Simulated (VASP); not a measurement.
# Ni (Ia-3) in VASP: notebook, part 2 of 2

VASP 6.6.1. The steps go on from the part before.

**3. Single point, PBE, collinear spin, typed start**

This run uses another cell than the first one: it holds 4 atoms, not 8.

The input, INCAR:

```
SYSTEM = Ni
PREC = Accurate
ENCUT = 520
EDIFF = 1E-6
ISMEAR = 0
SIGMA = 0.1
LREAL = .False.
LASPH = .True.
NELM = 150
ALGO = Normal
ISIF = 2
LWAVE = .False.
LCHARG = .True.
ISPIN = 2
MAGMOM = 2 2 2 2
LORBIT = 11
LMAXMIX = 4
GGA = PE
LELF = .True.
LVHAR = .True.
NBANDS = 32
```

The input, KPOINTS:

```
Automatic mesh
0
Gamma
  9 9 4
  0 0 0
```

The input, POSCAR:

```
Ni
1.0
    2.6857546775      0.0000000000      0.0000000000
   -1.3428773387      2.3259317790      0.0000000000
    0.0000000000      0.0000000000      7.3148603004
Ni
4
Direct
    0.0000000000      0.0000000000      0.2500000000
    0.0000000000      0.0000000000      0.7500000000
    0.3333333333      0.6666666667      0.7500000000
    0.6666666667      0.3333333333      0.2500000000
```

Potentials or basis: VASP PAW PBE potentials, release 64 (Ni).

The run is started by

```
> cat potpaw_PBE.64/Ni/POTCAR > POTCAR
> mpirun -np 1 vasp_std > vasp.out
```

OUTCAR:

```text
SYSTEM = Ni
   PREC = Accurate
   ENCUT = 520
   EDIFF = 1E-6
   ISMEAR = 0
   LREAL = .False.
   LASPH = .True.
   NELM = 150
   ISIF = 2
   ISPIN = 2
   LORBIT = 11
   GGA = PE

 ion  position               nearest neighbor table
   1  0.000  0.000  0.250-   4 1.55   4 1.55   4 1.55
   2  0.000  0.000  0.750-   3 1.55   3 1.55   3 1.55
   3  0.333  0.667  0.750-   2 1.55   2 1.55   2 1.55
   4  0.667  0.333  0.250-   1 1.55   1 1.55   1 1.55

  LATTYP: Found a hexagonal cell.
 ALAT       =     2.6857546775
 C/A-ratio  =     2.7235772357

  Lattice vectors:

 A1 = (   2.6857546775,   0.0000000000,   0.0000000000)
 A2 = (  -1.3428773387,   2.3259317790,   0.0000000000)
 A3 = (   0.0000000000,   0.0000000000,   7.3148603004)

Analysis of symmetry for initial positions (statically):
=====================================================================
 Subroutine PRICEL returns:
 Original cell was already a primitive cell.

 Routine SETGRP: Setting up the symmetry group for a
 hexagonal supercell.

 Subroutine GETGRP returns: Found 24 space group operations
 (whereof 12 operations were pure point group operations)
 out of a pool of 24 trial point group operations.

The static configuration has the point symmetry D_3d.
 The point group associated with its full space group is D_6h.

Analysis of symmetry for dynamics (positions and initial velocities):
=====================================================================
 Subroutine PRICEL returns:
 Original cell was already a primitive cell.

 Routine SETGRP: Setting up the symmetry group for a
 hexagonal supercell.

 Subroutine GETGRP returns: Found 24 space group operations
 (whereof 12 operations were pure point group operations)
 out of a pool of 24 trial point group operations.

The dynamic configuration has the point symmetry D_3d.
 The point group associated with its full space group is D_6h.

Analysis of structural, dynamic, and magnetic symmetry:
=====================================================================
 Subroutine PRICEL returns:
 Original cell was already a primitive cell.

 Routine SETGRP: Setting up the symmetry group for a
 hexagonal supercell.

 Subroutine GETGRP returns: Found 24 space group operations
 (whereof 12 operations were pure point group operations)
 out of a pool of 24 trial point group operations.

The overall configuration has the point symmetry D_3d.
 The point group associated with its full space group is D_6h.

 Subroutine INISYM returns: Found 24 space group operations
 (whereof 12 operations are pure point group operations),
 and found     1 'primitive' translations

----------------------------------------------------------------------------------------

                                     Primitive cell

  volume of cell :      45.6951

  direct lattice vectors                    reciprocal lattice vectors
     2.685754677  0.000000000  0.000000000     0.372334826  0.214967612  0.000000000
    -1.342877339  2.325931779  0.000000000     0.000000000  0.429935224  0.000000000
     0.000000000  0.000000000  7.314860300     0.000000000  0.000000000  0.136708011

  length of vectors
     2.685754677  2.685754677  7.314860300     0.429935224  0.429935224  0.136708011

  position of ions in fractional coordinates (direct lattice)
     0.000000000  0.000000000  0.250000000
     0.000000000  0.000000000  0.750000000
     0.333333333  0.666666667  0.750000000
     0.666666667  0.333333333  0.250000000

  ion indices of the primitive-cell ions
   primitive index   ion index
[... 75 lines left out ...]
   NELM   =    150;   NELMIN=  2; NELMDL= -5     # of ELM steps
   EDIFF  = 0.1E-05   stopping-criterion for ELM
   LREAL  =      F    real-space projection
   EDIFFG = 0.1E-04   stopping-criterion for IOM
   NSW    =      0    number of steps for IOM
   IBRION =     -1    ionic relax: 0-MD 1-quasi-New 2-CG
   NFREE  =      0    steps in history (QN), initial steepest desc. (CG)
   ISIF   =      2    stress and relaxation
   ISYM   =      2    0-nonsym 1-usesym 2-fastsym
   POTIM  = 0.5000    time-step for ionic-motion
   TEBEG  =    0.0;   TEEND  =   0.0 temperature during run
   PSTRESS=    0.0 pullay stress
   NELECT =      40.0000    total number of electrons
   NUPDOWN=      -1.0000    fix difference up-down
   EMIN   =  10.00;   EMAX   =-10.00  energy-range for DOS
   EFERMI =   0.00;   METHOD = LEGACY
   ISMEAR =     0;   SIGMA  =   0.10  broadening in eV -4-tet -1-fermi 0-gaus
   EFERMI_NEDOS =   21; number of points for ismear=-14 and -15
   IALGO  =     38    algorithm
   IMIX   =      4    mixing-type and parameters
     AMIX     =   0.40;   BMIX     =  1.00
     AMIX_MAG =   1.60;   BMIX_MAG =  1.00
  volume/ion in A,a.u.               =      11.42        77.09
  Fermi-wavevector in a.u.,A,eV,Ry     =   1.566048  2.959401 33.368371  2.452506
  Thomas-Fermi vector in A             =   2.668434
   LORBIT       =     11    0 simple, 1 ext, 2 COOP (PROOUT), +10 PAW based schemes
   GGA     = PE    functional components
   LHFCALC =     F    Hartree Fock is set to
   AEXX    =    0.0000 exact exchange contribution
   IVDW    =     0    specifies the selected vdW correction
   LEPSILON=     F    determine dielectric tensor
   LRPA    =     F    only Hartree local field effects (RPA)
 spin polarized calculation
 Gauss-broadening in eV      SIGMA  =   0.10
  energy-cutoff  :      520.00
  volume of cell :       45.70
 maximum number of plane-waves:      1260
 NGX is ok and might be reduce to    20

 number of electron      40.0000008 magnetization       1.4178964

 Free energy of the ion-electron system (eV)
  ---------------------------------------------------
  ext. energy  EPLUGINS =         0.00000000
  ---------------------------------------------------
  free energy    TOTEN  =        15.43763933 eV

  energy without entropy =       15.45912193  energy(sigma->0) =       15.44838063

 E-fermi :   9.3106     XC(G=0): -12.0068

 val. band max:        9.2885036913   @ k =   0.4444   0.1111   0.2500
 cond. band min:       9.3237283821   @ k =   0.3333   0.1111   0.2500
 fundamental gap:      0.0352246909
 Fermi energy:         9.3105506380

 spin component 1

 k-point     1 :       0.0000    0.0000    0.0000
  band No.  band energies     occupation
      1       0.2115      1.00000
      2       0.4740      1.00000
      3       2.3847      1.00000
      4       2.7690      1.00000
      5       2.7690      1.00000
      6       2.7855      1.00000
[... 829 lines left out ...]
     31      21.6664      0.00000
     32      21.6664      0.00000

 [... further k-points ...]

 spin component 2

 k-point     1 :       0.0000    0.0000    0.0000
  band No.  band energies     occupation
      1       0.3118      1.00000
      2       0.6083      1.00000
      3       2.4828      1.00000
      4       3.2598      1.00000
      5       3.2598      1.00000
      6       3.2645      1.00000
[... 829 lines left out ...]
     31      21.7542      0.00000
     32      21.7542      0.00000

 [... further k-points ...]
[... 5 lines left out ...]
  --------------------------------------------------------------------------------------
  -------------------------------------------------------------------------------------
  Total      114.8123866    114.8123866     -0.8414726      0.0000000      0.0000000      0.0000000
  in kB     4025.5940503   4025.5940501    -29.5040221      0.0000001      0.0000000      0.0000000
  external PRESSURE =    2673.8946928 kB  Pullay stress =       0.0000000 kB

 VOLUME and BASIS-vectors are now :
 -----------------------------------------------------------------------------
  energy-cutoff  :      520.00
  volume of cell :       45.70
      direct lattice vectors                 reciprocal lattice vectors
     2.685754677  0.000000000  0.000000000     0.372334826  0.214967612  0.000000000
    -1.342877339  2.325931779  0.000000000     0.000000000  0.429935224  0.000000000
     0.000000000  0.000000000  7.314860300     0.000000000  0.000000000  0.136708011

 POSITION                                       TOTAL-FORCE (eV/Angst)
 -----------------------------------------------------------------------------------
      0.00000      0.00000      1.82872         0.000000      0.000000     -0.000000
      0.00000      0.00000      5.48615        -0.000000     -0.000000      0.000000
     -0.00000      1.55062      5.48615        -0.000000      0.000000      0.000000
      1.34288      0.77531      1.82872         0.000000     -0.000000     -0.000000
 -----------------------------------------------------------------------------------
    total drift:                                0.000000     -0.000000     -0.000000

  FREE ENERGIE OF THE ION-ELECTRON SYSTEM (eV)
  ---------------------------------------------------
  free  energy   TOTEN  =        15.4376393267 eV

  energy  without entropy=       15.4591219263  energy(sigma->0) =       15.44838063

 total charge

# of ion       s       p       d       tot
------------------------------------------
    1        0.835   0.862   9.148  10.844
    2        0.835   0.862   9.148  10.844
    3        0.837   0.858   9.147  10.842
    4        0.837   0.858   9.147  10.842
--------------------------------------------------
tot          3.343   3.440  36.589  43.373

 magnetization (x)

# of ion       s       p       d       tot
------------------------------------------
    1        0.004   0.001   0.340   0.344
    2        0.004   0.001   0.340   0.344
    3        0.003   0.002   0.341   0.345
    4        0.003   0.002   0.341   0.345
--------------------------------------------------
tot          0.012   0.005   1.362   1.379
```

Wall time 1.9 min (1 thread of Intel Xeon Platinum 8488C (Sapphire Rapids), shared host); peak memory 0.21 GiB.

What came out:

```yaml
Free_energy: 15.4376 eV
Pressure: 267.4 GPa
Band_gap_on_the_k_mesh: none (metal or under the smearing width)
Net_moment: 1.42 μB per cell
Site_moments: Ni +0.34 μB
All_electrons_inside_the_program's_atomic_spheres: Ni 10.84
```

Levels at points of the mesh, in eV from the Fermi level:
Spin up:
```tsv
k point	band 20	band 21	band 22	band 23	band 24	band 25
(0.00, 0.00, 0.00)	-1.45	-1.45	-0.80	-0.76	1.72	8.58
(0.00, 0.00, 0.50)	-1.45	-0.82	-0.82	-0.78	-0.78	12.05
```
Spin down:
```csv
k point,band 17,band 18,band 19,band 20,band 21,band 22,band 23,band 24
"(0.00, 0.00, 0.00)",-3.58,-0.86,-0.86,-0.85,-0.85,-0.59,-0.54,1.76
"(0.00, 0.00, 0.50)",-0.85,-0.85,-0.85,-0.85,-0.79,-0.79,-0.57,-0.57
```

Caveat: a pressure of tens of GPa on the cell as given is suspect, and the run, the potentials or the cell itself is likely at fault.

**4. Single point, PBE**

This run uses another cell than the first one: it holds 4 atoms, not 8.

The input, INCAR:

```
SYSTEM = Ni
ALGO = Fast
EDIFF = 1E-7
ENCUT = 520
GGA = PE
ISIF = 2
ISMEAR = 0
LASPH = .True.
LCHARG = .False.
LREAL = .False.
LWAVE = .False.
NBANDS = 28
NELM = 100
PREC = Accurate
SIGMA = 0.1
```

The input, KPOINTS:

```
k-points
0
Gamma
  15 15 10
  0 0 0
```

The input, POSCAR:

```
Ni
1.0
    3.8618826131      0.0000000000      0.0000000000
   -1.9309413065      3.3444884494      0.0000000000
    0.0000000000      0.0000000000      4.3322146309
Ni
4
Direct
    0.0000000000      0.0000000000      0.2500000000
    0.0000000000      0.0000000000      0.7500000000
    0.3333333333      0.6666666667      0.7500000000
    0.6666666667      0.3333333333      0.2500000000
```

The run is started by

```
> cat potpaw_PBE.64/Ni/POTCAR > POTCAR
> mpirun -np 1 vasp_std > vasp.out
```

Wall time 4.2 min (1 thread of Intel Xeon Platinum 8488C (Sapphire Rapids), shared host); peak memory 0.3 GiB.

It converged, with:

```yaml
Free_energy: -18.0893 eV
Pressure: 0.0 GPa
Band_gap_on_the_k_mesh: none (metal or under the smearing width)
```

Stress tensor (GPa, compression positive):
```
 0.02  0.00  0.00
 0.00  0.02  0.00
 0.00  0.00 -0.09
```

Levels at points of the mesh, in eV from the Fermi level:
```tsv
k point	band 16	band 17	band 18	band 19	band 20	band 21	band 22	band 23	band 24	band 25
(0.00, 0.00, 0.00)	-0.73	-0.30	-0.30	-0.13	-0.13	0.34	0.44	4.90	6.66	6.66
(0.00, 0.00, 0.50)	-1.21	-0.54	-0.54	-0.47	-0.47	-0.47	-0.47	8.59	8.59	8.59
```

Caveat: the run has no spin polarisation, though such a crystal can be magnetic. Spin polarisation is off, so any magnetic state and its effect on volume and gap are missing.

**5. Summary**

```csv
spin,cell,k mesh,mesh quality,gap on the mesh (eV),pressure (GPa),moment (μB)
"collinear, typed start","Ia-3, 14.0 Å³/atom",4 × 4 × 4,coarse,none,-0.1,6.59
"collinear, typed start","P6_3/mmc, 11.42 Å³/atom",9 × 9 × 4,not flagged,none,267.4,1.42
off,"P6_3/mmc, 13.99 Å³/atom",15 × 15 × 10,not flagged,none,0.0,-
```

Alike in all rows: task single point; level PBE; potentials or basis VASP PAW PBE potentials, release 64 (Ni); cutoff (eV) 520; smearing gaussian 0.1 eV.

Caveats: some runs use coarse meshes; a pressure of tens of GPa on the cell as given is suspect, and the run, the potentials or the cell itself is likely at fault (some runs).

Total energies depend on the potentials used, so only differences within one code and one set of settings carry meaning.
